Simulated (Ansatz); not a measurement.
# Li2O in Ansatz: the effect of functional

Li2O:

```
O Li
1.0
     0.00000    2.35747    2.35747
     2.35747    0.00000    2.35747
     2.35747    2.35747    0.00000
O Li
1 2
Cartesian
  0.0000 0.0000 0.0000
  1.1787 1.1787 1.1787
  3.5362 3.5362 3.5362
```

The cell comes from a database or a generator and needn't be the stable form of this composition.

The cell isn't the ideal one: volume scaled by 1.04.

Alike in all runs:

```yaml
Program: Ansatz 0.2.0
Task: single point
Potentials_or_basis: Ansatz PAW
k_mesh: 10 × 10 × 10
Occupations: fermi-dirac, width 0.05 eV
Spin: no spin polarisation
```

```csv
functional,cutoff,gap on the mesh (eV),pressure (GPa)
PBEsol,420 eV (not typed: the program's choice for these potentials),4.72,-6.1
LDA,420 eV (not typed: the program's choice for these potentials),?,?
r2SCAN,500 eV (not typed: the program's choice for these potentials),5.51,-6.7
PBE,420 eV (not typed: the program's choice for these potentials),4.83,-4.1
```

Problem. What does the run with functional LDA give?

Solution. gap on the mesh 4.70 eV; pressure -10.2 GPa.

Caveats: the PAW data sets come from PBE, with cores solved anew for the run's functional, which leaves a small shift of forces and pressure (some runs).

A k mesh can miss the band edges.
